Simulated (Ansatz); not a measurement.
# Squeezing Ba (fcc type)

```xyz
1
Lattice="0.0000 3.1792 3.1792 3.1792 0.0000 3.1792 3.1792 3.1792 0.0000" Properties=species:S:1:pos:R:3 pbc="T T T"
Ba    0.0000    0.0000    0.0000
```

The cell comes from a relaxation on PAW files under the same functional, begun from a prototype that needn't be the stable phase.

Its volume is scaled at fixed shape and fractional positions.

All numbers are PBE results (scalar-relativistic) from Ansatz 0.2.0, with a Γ-centred 10×10×10 k mesh, Fermi–Dirac smearing of 0.1 eV, no spin polarisation. Methods: LAPW: all electrons, basis error target 1 meV/atom; PAW: frozen-core files, cutoff 420 eV; crystal datasets: all electrons, by PAW datasets that the program makes for each cell; norm-conserving: pseudopotentials, cutoff 770 eV; PAW (core large): files with a larger core, cutoff 420 eV.

Energies are extrapolated to zero smearing and count from the unscaled cell; pressure is positive in compression; gaps take the mesh and a band path. No temperature or zero-point motion is included.

Spin–orbit coupling is left out, which matters for the heavy atoms. The structure type is held throughout; the real material can change phase at far lower pressure.

| V/V0 | V (Å³/atom) | P LAPW (GPa) | ΔE LAPW (eV/atom) | P PAW − LAPW (GPa) | ΔE PAW − LAPW (meV/atom) |
| --- | --- | --- | --- | --- | --- |
| 1.00 | 64.27 | 0.00 | 0.000 | 0.00 | 0.0 |
| 0.92 | 59.13 | 0.73 | 0.011 | 0.00 | 0.0 |
| 0.84 | 53.99 | ? | ? | ? | ? |
| 0.76 | 48.84 | 3.02 | 0.120 | 0.00 | 0.0 |
| 0.68 | 43.70 | 4.76 | 0.241 | 0.00 | 0.0 |
| 0.60 | 38.56 | 7.47 | 0.434 | 0.00 | -0.1 |
| 0.52 | 33.42 | 11.44 | 0.733 | -0.01 | -0.2 |
| 0.45 | 28.92 | 16.87 | 1.121 | -0.01 | -0.4 |

Fit the Vinet equation to the LAPW pressures shown (residuals weighted by 1/(|P| + 0.03·Pmax)), and predict the pressure of the withheld row.

The fit gives V0 = 64.31 Å³/atom, B0 = 7.57 GPa and B0′ = 2.73. At 53.99 Å³/atom, x = (V/V0)^(1/3) = 0.9433, and P = 3·B0·(1 − x)/x²·exp[1.5·(B0′ − 1)·(1 − x)] = 1.68 GPa. The run itself gave 1.70 GPa (-1.6 % off) and ΔE = 0.047 eV/atom.

From the table, what is the rise of the enthalpy H = E + pV up to the last row, and how stiff is the crystal between the last two rows?

ΔH = 1.121 eV + (16.87 GPa × 28.92 Å³ − 0.00 GPa × 64.27 Å³) × 0.006242 eV/(GPa·Å³) = 4.17 eV/atom, of which pV makes 73 %. The mean bulk modulus there is −ΔP/Δln V = 37.5 GPa.

At the smallest volume, how far do crystal datasets and norm-conserving and PAW (core large) lie from LAPW in pressure?

crystal datasets: 0.00 GPa; norm-conserving: +0.02 GPa; PAW (core large): -0.01 GPa, on a LAPW pressure of 16.87 GPa.
